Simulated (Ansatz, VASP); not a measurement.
BN: VASP beside Ansatz

The input INCAR:

```
PREC = Accurate
ENCUT = 600
EDIFF = 1E-7
ISMEAR = -1
SIGMA = 0.08
LREAL = False
LASPH = True
NELM = 100
ALGO = Normal
ISIF = 3
LWAVE = False
LCHARG = False
GGA = PE
IBRION = 2
NSW = 60
EDIFFG = -0.005
```

Contents of KPOINTS:

```
Automatic mesh
0
Gamma
  15 15 15
```

POSCAR

```
BN
1.0
    0.0000000000      2.1544346900      2.1544346900
    2.1544346900      0.0000000000      2.1544346900
    2.1544346900      2.1544346900      0.0000000000
B N
1 1
Direct
    0.0000000000      0.0000000000      0.0000000000
    0.5000000000      0.5000000000      0.5000000000
```

Input for Ansatz:

```yaml
crystal:
  lattice:
    - [0.0, 2.15443469, 2.15443469]
    - [2.15443469, 0.0, 2.15443469]
    - [2.15443469, 2.15443469, 0.0]
  atoms:
    - { symbol: B, position: [0.0, 0.0, 0.0] }
    - { symbol: "N", position: [0.5, 0.5, 0.5] }
kpoints:
  mp_grid: { grid: [15, 15, 15] }
scf:
  occupations: { method: fermi_dirac, width: 0.08 }
hamiltonian:
  xc: pbe
  pseudopotentials: { kind: paw }
output:
  forces: true
  stress: true
  write_density: true
  write_potential: true
  elf: true
  volumetric_format: npy
relax:
  f_tol: 0.005
  max_steps: 40
  cell: {}
```

Alike in both runs: task relaxation of cell and atoms; functional PBE; k mesh 15 × 15 × 15; occupations fermi-dirac, width 0.08 eV; no spin polarisation.

```csv
,VASP,Ansatz
version,VASP 6.6.1,Ansatz 0.2.0
potentials or method,"VASP PAW PBE potentials, release 64 (B, N)","PAW with Ansatz's default frozen-core files, scalar-relativistic"
plane-wave cutoff (eV),600,420
valence electrons in the cell,8,8
```

Ansatz gave:

```
relaxed volume (Å³/atom)                                     : 5.38
relaxed cell length with the largest relative difference (Å) : 2.477
energy change over the relaxation (meV/atom)                 : -1554
```

Task: Which values does VASP return?

Result: Relaxed volume (Å³/atom): 5.38; relaxed cell length with the largest relative difference (Å): 2.478; energy change over the relaxation (meV/atom): -1560.

Caveats: the volume moved by over 15 % at a fixed basis, so the end points are rough (VASP). A k mesh can miss the band edges.
